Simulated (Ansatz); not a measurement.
**Strain and field gradients in SnSe**

Cell: a structure deposited in the COD, whose atoms a relaxation with PBE at fixed cell left in place.

```
Sn Se
1.0
     0.00000    3.01000    3.01000
     3.01000    0.00000    3.01000
     3.01000    3.01000    0.00000
Sn Se
1 1
Direct
  0.00000 0.00000 0.00000
  0.50000 0.50000 0.50000
```

Sites (sets of like atoms) are named by element and the number of their first atom in this list.

The numbers come from a DFT calculation in Ansatz (PBE, plane waves and PAW, scalar-relativistic, 420 eV cutoff, Γ-centred 13×13×13 k-points, Fermi–Dirac smearing 0.02 eV).

The cell is stretched along z (the third Cartesian axis of the run's cell), x and y held, and the ions relax again each time.

| strain along z (%) | Sn: V along z (10²¹ V/m²) | Se: V along z (10²¹ V/m²) |
| --- | --- | --- |
| -3 | -4.57 | -0.47 |
| -2 | -3.02 | -0.29 |
| -1 | -1.49 | -0.13 |
| 0 | 0.00 | 0.00 |
| +1 | 1.44 | 0.10 |
| +2 | ? | ? |
| +3 | 4.19 | 0.20 |

Question: Estimate the row at +2 % from the others.

Answer: Sn: 2.84; Se: 0.17. Worked for Sn: a straight line through the other 6 rows has a slope of 1.462 × 10²¹ V/m² per per cent of strain and gives 2.84 at +2 %, against 2.84 from the run, so the response is nearly linear here. Worked for Se: a straight line through the other 6 rows has a slope of 0.113 × 10²¹ V/m² per per cent of strain and gives 0.17 at +2 %, against 0.17 from the run; over all rows the step per per cent runs from 0.19 at the compressed end to 0.040 at the stretched end, so the response isn't a straight line. Without strain Sn and Se sit on a cubic site without a gradient, so the whole gradient comes from the strain.
